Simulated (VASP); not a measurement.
# AgCl (I4/mmm) in VASP: further runs

One crystal, AgCl, is run at these levels: PBE; tasks: electric field gradients.

All numbers are computed with VASP 6.6.1; they aren't measurements. Logs are shortened: lines on timing, memory, paths and dates and some standing lists are left out, and cuts for length are marked.

### 1 The cell of the first run

It takes space group I4/mmm (No. 139, tetragonal). The conventional cell has a = 3.883 Å, b = 3.883 Å, c = 5.546 Å, α = 90.00°, β = 90.00°, γ = 90.00°. Ag (site symmetry 4/mmm) is surrounded by 6 Cl at 2.75 to 2.77 Å. Around Cl (site symmetry 4/mmm) lie 6 Ag at 2.75 to 2.77 Å.

### 2 Electric field gradients, PBE (x and y stretched by -1 %, z held)

The input, INCAR:

```
SYSTEM = AgCl
PREC = Accurate
ENCUT = 520
EDIFF = 1E-8
ISMEAR = -1
SIGMA = 0.02
LREAL = .False.
LASPH = .True.
NELM = 100
ALGO = Normal
ISIF = 2
LWAVE = .False.
LCHARG = .False.
GGA = PE
LEFG = .True.
NBANDS = 16
```

The input, KPOINTS:

```
Automatic mesh
0
Gamma
  8 8 8
  0 0 0
```

The input, POSCAR:

```
AgCl
1.0
    0.0000000000      2.7454185000      2.7731500000
    2.7454185000      0.0000000000      2.7731500000
    2.7454185000      2.7454185000      0.0000000000
Ag Cl
1 1
Direct
    0.5000000000      0.5000000000      0.5000000000
    0.0000000000      0.0000000000      0.0000000000
```

Potentials or basis: VASP PAW PBE potentials, release 64 (Ag, Cl).

Started as:

```bash
> cat potpaw_PBE.64/Ag/POTCAR potpaw_PBE.64/Cl/POTCAR > POTCAR
> mpirun -np 1 vasp_std > vasp.out
```

OUTCAR:

```text
SYSTEM = AgCl
   PREC = Accurate
   ENCUT = 520
   EDIFF = 1E-8
   ISMEAR = -1
   LREAL = .False.
   LASPH = .True.
   NELM = 100
   ISIF = 2
   GGA = PE

 ion  position               nearest neighbor table
   1  0.500  0.500  0.500-   2 2.75   2 2.75   2 2.75   2 2.75   2 2.77   2 2.77
   2  0.000  0.000  0.000-   1 2.75   1 2.75   1 2.75   1 2.75   1 2.77   1 2.77

  LATTYP: Found a body centered tetragonal cell.
 ALAT       =     3.8826080771
 C/A-ratio  =     1.4284985479

  Lattice vectors:

 A1 = (  -2.7454185000,   0.0000000000,   2.7731500000)
 A2 = (   2.7454185000,   0.0000000000,   2.7731500000)
 A3 = (   0.0000000000,   2.7454185000,  -2.7731500000)

Analysis of symmetry for initial positions (statically):
=====================================================================
 Subroutine PRICEL returns:
 Original cell was already a primitive cell.

 Routine SETGRP: Setting up the symmetry group for a
 body centered tetragonal supercell.

 Subroutine GETGRP returns: Found 16 space group operations
 (whereof 16 operations were pure point group operations)
 out of a pool of 16 trial point group operations.

The static configuration has the point symmetry D_4h.

Analysis of symmetry for dynamics (positions and initial velocities):
=====================================================================
 Subroutine PRICEL returns:
 Original cell was already a primitive cell.

 Routine SETGRP: Setting up the symmetry group for a
 body centered tetragonal supercell.

 Subroutine GETGRP returns: Found 16 space group operations
 (whereof 16 operations were pure point group operations)
 out of a pool of 16 trial point group operations.

The dynamic configuration has the point symmetry D_4h.

 Subroutine INISYM returns: Found 16 space group operations
 (whereof 16 operations are pure point group operations),
 and found     1 'primitive' translations

----------------------------------------------------------------------------------------

                                     Primitive cell

  volume of cell :      41.8043

  direct lattice vectors                    reciprocal lattice vectors
     0.000000000  2.745418500  2.773150000    -0.182121596  0.182121596  0.180300380
     2.745418500  0.000000000  2.773150000     0.182121596 -0.182121596  0.180300380
     2.745418500  2.745418500  0.000000000     0.182121596  0.182121596 -0.180300380

  length of vectors
     3.902266478  3.902266478  3.882608077     0.314395895  0.314395895  0.314395895

  position of ions in fractional coordinates (direct lattice)
     0.500000000  0.500000000  0.500000000
     0.000000000  0.000000000  0.000000000

  ion indices of the primitive-cell ions
   primitive index   ion index
                 1           1
                 2           2

----------------------------------------------------------------------------------------

 KPOINTS: Automatic mesh

Automatic generation of k-mesh.
 Grid dimensions read from file:
 generate k-points for:    8    8    8

 Generating k-lattice:

  Cartesian coordinates                     Fractional coordinates (reciprocal lattice)
    -0.022765200  0.022765200  0.022537548     0.125000000  0.000000000  0.000000000
     0.022765200 -0.022765200  0.022537548     0.000000000  0.125000000  0.000000000
     0.022765200  0.022765200 -0.022537548    -0.000000000 -0.000000000  0.125000000

  Length of vectors
     0.039299487  0.039299487  0.039299487

  Shift w.r.t. Gamma in fractional coordinates (k-lattice)
     0.000000000  0.000000000  0.000000000

 Subroutine IBZKPT returns following result:
 ===========================================

 Found     59 irreducible k-points:

 Following reciprocal coordinates:
            Coordinates               Weight
  0.000000  0.000000  0.000000      1.000000
  0.125000  0.000000  0.000000      8.000000
  0.250000  0.000000  0.000000      8.000000
  0.375000  0.000000  0.000000      8.000000
  0.500000  0.000000  0.000000      4.000000
  0.125000  0.125000  0.000000      2.000000
[... 16 lines left out ...]
  0.250000  0.000000  0.125000     16.000000
  0.375000  0.000000  0.125000     16.000000
 [... further k-points ...]
   k-points           NKPTS =     59   k-points in BZ     NKDIM =     59   number of bands    NBANDS=     16
   number of dos      NEDOS =    301   number of ions     NIONS =      2
   total plane-waves  NPLWV =  27000
   dimension x,y,z NGX =    30 NGY =   30 NGZ =   30
   dimension x,y,z NGXF=    60 NGYF=   60 NGZF=   60
   ions per type =               1   1
   NGX,Y,Z   is equivalent  to a cutoff of  12.78, 12.78, 12.85 a.u.
   NGXF,Y,Z  is equivalent  to a cutoff of  25.56, 25.56, 25.69 a.u.
 SYSTEM =  AgCl
   PREC   = accura    normal or accurate (medium, high low for compatibility)
   ISTART =      0    job   : 0-new  1-cont  2-samecut
   ICHARG =      2    charge: 1-file 2-atom 10-const
   ISPIN  =      1    spin polarized calculation?
   LNONCOLLINEAR =      F non collinear calculations
   LSORBIT =      F    spin-orbit coupling
   LASPH  =      T    aspherical Exc in radial PAW
   ENCUT  =  520.0 eV  38.22 Ry    6.18 a.u.   7.26  7.26  7.22*2*pi/ulx,y,z
   NELM   =    100;   NELMIN=  2; NELMDL= -5     # of ELM steps
   EDIFF  = 0.1E-07   stopping-criterion for ELM
   LREAL  =      F    real-space projection
   EDIFFG = 0.1E-06   stopping-criterion for IOM
   NSW    =      0    number of steps for IOM
   IBRION =     -1    ionic relax: 0-MD 1-quasi-New 2-CG
[... 8 lines left out ...]
   EMIN   =  10.00;   EMAX   =-10.00  energy-range for DOS
   EFERMI =   0.00;   METHOD = LEGACY
   ISMEAR =    -1;   SIGMA  =   0.02  broadening in eV -4-tet -1-fermi 0-gaus
   EFERMI_NEDOS =   21; number of points for ismear=-14 and -15
   IALGO  =     38    algorithm
   IMIX   =      4    mixing-type and parameters
     AMIX     =   0.40;   BMIX     =  1.00
     AMIX_MAG =   1.60;   BMIX_MAG =  1.00
  volume/ion in A,a.u.               =      20.90       141.05
  Fermi-wavevector in a.u.,A,eV,Ry     =   1.236210  2.336098 20.792622  1.528215
  Thomas-Fermi vector in A             =   2.370828
   LORBIT       =      0    0 simple, 1 ext, 2 COOP (PROOUT), +10 PAW based schemes
   GGA     = PE    functional components
   LHFCALC =     F    Hartree Fock is set to
   AEXX    =    0.0000 exact exchange contribution
   IVDW    =     0    specifies the selected vdW correction
   LEPSILON=     F    determine dielectric tensor
   LRPA    =     F    only Hartree local field effects (RPA)
 non-spin polarized calculation
  energy-cutoff  :      520.00
  volume of cell :       41.80
 maximum number of plane-waves:      1139
 NGX is ok and might be reduce to    30

 number of electron      18.0000005 magnetization

 Free energy of the ion-electron system (eV)
  ---------------------------------------------------
  ext. energy  EPLUGINS =         0.00000000
  ---------------------------------------------------
  free energy    TOTEN  =        -5.38318286 eV

  energy without entropy =       -5.38318286  energy(sigma->0) =       -5.38318286

 E-fermi :   4.5286     XC(G=0): -10.0709

 val. band max:        4.1080266487   @ k =   0.5000   0.0000   0.0000
 cond. band min:       4.9809390729   @ k =   0.0000   0.0000   0.0000
 fundamental gap:      0.8729124242
 Fermi energy:         4.5286289261

 k-point     1 :       0.0000    0.0000    0.0000
  band No.  band energies     occupation
      1     -11.2107      2.00000
      2       1.5361      2.00000
      3       1.5616      2.00000
      4       1.5616      2.00000
      5       1.5938      2.00000
      6       1.5964      2.00000
[... 8 lines left out ...]
     15      17.3522      0.00000
     16      17.5944      0.00000

 k-point     2 :       0.1250    0.0000    0.0000
  band No.  band energies     occupation
      1     -11.1474      2.00000
      2       0.8143      2.00000
      3       0.8684      2.00000
      4       0.8927      2.00000
      5       1.6043      2.00000
      6       1.6162      2.00000
[... 8 lines left out ...]
     15      16.1970      0.00000
     16      16.8763      0.00000
[... 387 lines left out ...]
      5       1.5765      2.00000
      6       1.7613      2.00000
[... 8 lines left out ...]
     15      17.5519      0.00000
     16      18.1829      0.00000

 k-point    24 :       0.3750    0.0000    0.1250
  band No.  band energies     occupation
      1     -10.8447      2.00000
      2      -0.8216      2.00000
      3       0.0049      2.00000
      4       0.1799      2.00000
      5       1.7271      2.00000
      6       1.9063      2.00000
[... 8 lines left out ...]
     15      17.9021      0.00000
     16      18.1189      0.00000

 [... further k-points ...]

------------------------ aborting loop because EDIFF is reached ----------------------------------------

  FORCE on cell =-STRESS in cart. coord.  units (eV):
  Direction    XX          YY          ZZ          XY          YZ          ZX
  --------------------------------------------------------------------------------------
  -------------------------------------------------------------------------------------
  Total        0.6891915      0.6891915      0.6087162      0.0000000      0.0000000      0.0000000
  in kB       26.4137466     26.4137466     23.3294745      0.0000000      0.0000000      0.0000000
  external PRESSURE =      25.3856559 kB  Pullay stress =       0.0000000 kB

 VOLUME and BASIS-vectors are now :
 -----------------------------------------------------------------------------
  energy-cutoff  :      520.00
  volume of cell :       41.80
      direct lattice vectors                 reciprocal lattice vectors
     0.000000000  2.745418500  2.773150000    -0.182121596  0.182121596  0.180300380
     2.745418500  0.000000000  2.773150000     0.182121596 -0.182121596  0.180300380
     2.745418500  2.745418500  0.000000000     0.182121596  0.182121596 -0.180300380

 POSITION                                       TOTAL-FORCE (eV/Angst)
 -----------------------------------------------------------------------------------
      2.74542      2.74542      2.77315        -0.000000     -0.000000      0.000000
      0.00000      0.00000      0.00000         0.000000      0.000000      0.000000
 -----------------------------------------------------------------------------------
    total drift:                                0.000000      0.000000      0.000000

  FREE ENERGIE OF THE ION-ELECTRON SYSTEM (eV)
  ---------------------------------------------------
  free  energy   TOTEN  =        -5.3831828573 eV

  energy  without entropy=       -5.3831828573  energy(sigma->0) =       -5.38318286

 Electric field gradients (V/A^2)
---------------------------------------------------------------------
 ion       V_xx      V_yy      V_zz      V_xy      V_xz      V_yz
---------------------------------------------------------------------
   1      -2.996    -2.996     5.991    -0.001    -0.001    -0.001
   2       2.443     2.443    -4.886    -0.001    -0.001    -0.001
---------------------------------------------------------------------

 Electric field gradients after diagonalization (V/A^2)
 (convention: |V_zz| > |V_xx| > |V_yy|)
----------------------------------------------------------------------
 ion       V_xx      V_yy      V_zz     asymmetry (V_yy - V_xx)/ V_zz
----------------------------------------------------------------------
   1      -2.997    -2.995     5.991       0.000
   2       2.444     2.443    -4.886       0.000
----------------------------------------------------------------------

           NMR quadrupolar parameters

 Cq : quadrupolar parameter    Cq=e*Q*V_zz/h
 eta: asymmetry parameters     (V_yy - V_xx)/ V_zz
 Q  : nuclear electric quadrupole moment in mb (millibarn)
----------------------------------------------------------------------
 ion       Cq(MHz)       eta       Q (mb)
----------------------------------------------------------------------
   1       0.014       0.000       1.000
   2      -0.012       0.000       1.000
----------------------------------------------------------------------
```

Wall time 25 s (1 thread of Intel Xeon 6975P-C (Granite Rapids), shared host); peak memory 0.19 GiB.

Results:

```yaml
Free_energy: -5.3832 eV
Pressure: 2.5 GPa
Band_gap_on_the_k_mesh: 0.87 eV, indirect (least direct gap 3.25 eV)
```

Stress tensor (GPa, compression positive):
```
2.64 0.00 0.00
0.00 2.64 0.00
0.00 0.00 2.33
```

Electric field gradients, principal values (V/Å²):
| atom | Vxx | Vyy | Vzz |
| --- | --- | --- | --- |
| 1 Ag | -2.995 | -2.997 | 5.991 |
| 2 Cl | 2.443 | 2.444 | -4.886 |

### 3 Electric field gradients, PBE (z stretched by +1.5 % at fixed volume, crystal datasets)

The input, INCAR:

```
ALGO     = Normal         # electronic algorithm
EDIFF    = 1E-8           # SCF threshold, eV
ENCUT    = 520            # plane-wave cutoff, eV
GGA      = PE             # functional
ISIF     = 2              # what is computed and relaxed
ISMEAR   = -1             # smearing method
LASPH    = True           # aspherical terms in the spheres
LCHARG   = False          # write CHGCAR
LEFG     = True         
LREAL    = False          # projectors in reciprocal space
LWAVE    = False          # write WAVECAR
NBANDS   = 16             # bands
NELM     = 100            # most SCF steps
PREC     = Accurate       # precision mode
SIGMA    = 0.02           # smearing width, eV
```

The input, KPOINTS:

```
k-points
0
Gamma
  8 8 8
```

The input, POSCAR:

```
AgCl
1.0
    0.0000000000      2.7525824727      2.8147472500
    2.7525824727      0.0000000000      2.8147472500
    2.7525824727      2.7525824727      0.0000000000
Ag Cl
1 1
Direct
    0.5000000000      0.5000000000      0.5000000000
    0.0000000000      0.0000000000      0.0000000000
```

Potentials or basis: VASP PAW PBE potentials, release 64 (Ag, Cl).

Started as:

```bash
> cat potpaw_PBE.64/Ag/POTCAR potpaw_PBE.64/Cl/POTCAR > POTCAR
> mpirun -np 1 vasp_std > vasp.out
```

OUTCAR:

```text
EDIFF = 1E-8
   ENCUT = 520
   GGA = PE
   ISIF = 2
   ISMEAR = -1
   LASPH = True
   LREAL = False
   NELM = 100
   PREC = Accurate

 ion  position               nearest neighbor table
   1  0.500  0.500  0.500-   2 2.75   2 2.75   2 2.75   2 2.75   2 2.81   2 2.81
   2  0.000  0.000  0.000-   1 2.75   1 2.75   1 2.75   1 2.75   1 2.81   1 2.81

  LATTYP: Found a body centered tetragonal cell.
 ALAT       =     3.8927394644
 C/A-ratio  =     1.4461523951

  Lattice vectors:

 A1 = (  -2.7525824727,   0.0000000000,   2.8147472500)
 A2 = (   2.7525824727,   0.0000000000,   2.8147472500)
 A3 = (   0.0000000000,   2.7525824727,  -2.8147472500)

Analysis of symmetry for initial positions (statically):
=====================================================================
 Subroutine PRICEL returns:
 Original cell was already a primitive cell.

 Routine SETGRP: Setting up the symmetry group for a
[... 646 lines left out ...]
  energy-cutoff  :      520.00
  volume of cell :       42.65
      direct lattice vectors                 reciprocal lattice vectors
     0.000000000  2.752582473  2.814747250    -0.181647600  0.181647600  0.177635843
     2.752582473  0.000000000  2.814747250     0.181647600 -0.181647600  0.177635843
     2.752582473  2.752582473  0.000000000     0.181647600  0.181647600 -0.177635843

 POSITION                                       TOTAL-FORCE (eV/Angst)
 -----------------------------------------------------------------------------------
      2.75258      2.75258      2.81475         0.000000      0.000000     -0.000000
      0.00000      0.00000      0.00000         0.000000      0.000000      0.000000
 -----------------------------------------------------------------------------------
    total drift:                                0.000000      0.000000      0.000000

  FREE ENERGIE OF THE ION-ELECTRON SYSTEM (eV)
  ---------------------------------------------------
  free  energy   TOTEN  =        -5.3933271488 eV

  energy  without entropy=       -5.3933271488  energy(sigma->0) =       -5.39332715

 Electric field gradients (V/A^2)
---------------------------------------------------------------------
 ion       V_xx      V_yy      V_zz      V_xy      V_xz      V_yz
---------------------------------------------------------------------
   1      -6.374    -6.374    12.749    -0.001    -0.000    -0.000
   2       5.389     5.389   -10.778    -0.001    -0.000    -0.000
---------------------------------------------------------------------

 Electric field gradients after diagonalization (V/A^2)
 (convention: |V_zz| > |V_xx| > |V_yy|)
----------------------------------------------------------------------
 ion       V_xx      V_yy      V_zz     asymmetry (V_yy - V_xx)/ V_zz
----------------------------------------------------------------------
   1      -6.375    -6.374    12.749       0.000
   2       5.390     5.389   -10.778       0.000
----------------------------------------------------------------------

           NMR quadrupolar parameters

 Cq : quadrupolar parameter    Cq=e*Q*V_zz/h
 eta: asymmetry parameters     (V_yy - V_xx)/ V_zz
 Q  : nuclear electric quadrupole moment in mb (millibarn)
----------------------------------------------------------------------
 ion       Cq(MHz)       eta       Q (mb)
----------------------------------------------------------------------
   1       0.031       0.000       1.000
   2      -0.026       0.000       1.000
----------------------------------------------------------------------
```

OSZICAR:

```text
N       E                     dE             d eps       ncg     rms          rms(c)
DAV:   1     0.918524180451E+02    0.91852E+02   -0.86375E+03  1888   0.102E+03
DAV:   2    -0.256629330892E+01   -0.94419E+02   -0.86314E+02  2344   0.214E+02
DAV:   3    -0.556195414776E+01   -0.29957E+01   -0.29872E+01  2328   0.392E+01
DAV:   4    -0.557670893501E+01   -0.14755E-01   -0.14754E-01  2440   0.316E+00
DAV:   5    -0.557686896336E+01   -0.16003E-03   -0.16002E-03  2296   0.327E-01    0.618E+00
DAV:   6    -0.539783395091E+01    0.17904E+00   -0.24658E-01  2424   0.644E+00    0.400E+00
DAV:   7    -0.539385804532E+01    0.39759E-02   -0.95964E-02  2336   0.206E+00    0.198E+00
DAV:   8    -0.539317989464E+01    0.67815E-03   -0.46212E-03  2280   0.699E-01    0.308E-01
DAV:   9    -0.539325809409E+01   -0.78199E-04   -0.49090E-04  2416   0.275E-01    0.387E-02
DAV:  10    -0.539332332629E+01   -0.65232E-04   -0.91995E-05  2328   0.847E-02    0.300E-02
DAV:  11    -0.539332715817E+01   -0.38319E-05   -0.44650E-06  2400   0.148E-02    0.347E-03
DAV:  12    -0.539332726772E+01   -0.10954E-06   -0.48687E-07  2216   0.535E-03    0.154E-03
DAV:  13    -0.539332715711E+01    0.11060E-06   -0.82289E-08  2384   0.280E-03    0.995E-04
DAV:  14    -0.539332714534E+01    0.11776E-07   -0.12544E-08  1800   0.740E-04    0.419E-04
DAV:  15    -0.539332714878E+01   -0.34436E-08   -0.10859E-09  1408   0.264E-04
   1 F= -.53933271E+01 E0= -.53933271E+01  d E =-.730579E-11
```

It took 22 s on 1 thread of Intel Xeon 6975P-C (Granite Rapids), shared host; peak memory 0.19 GiB.

What came out:

```yaml
Free_energy: -5.3933 eV
Pressure: 1.5 GPa
Band_gap_on_the_k_mesh: 0.84 eV, indirect (least direct gap 3.18 eV)
```

Stress tensor (GPa, compression positive):
```
1.70 0.00 0.00
0.00 1.70 0.00
0.00 0.00 1.15
```

Electric field gradients, principal values (V/Å²):
| atom | Vxx | Vyy | Vzz |
| --- | --- | --- | --- |
| 1 Ag | -6.374 | -6.375 | 12.749 |
| 2 Cl | 5.389 | 5.390 | -10.778 |

A k mesh can miss the band edges.
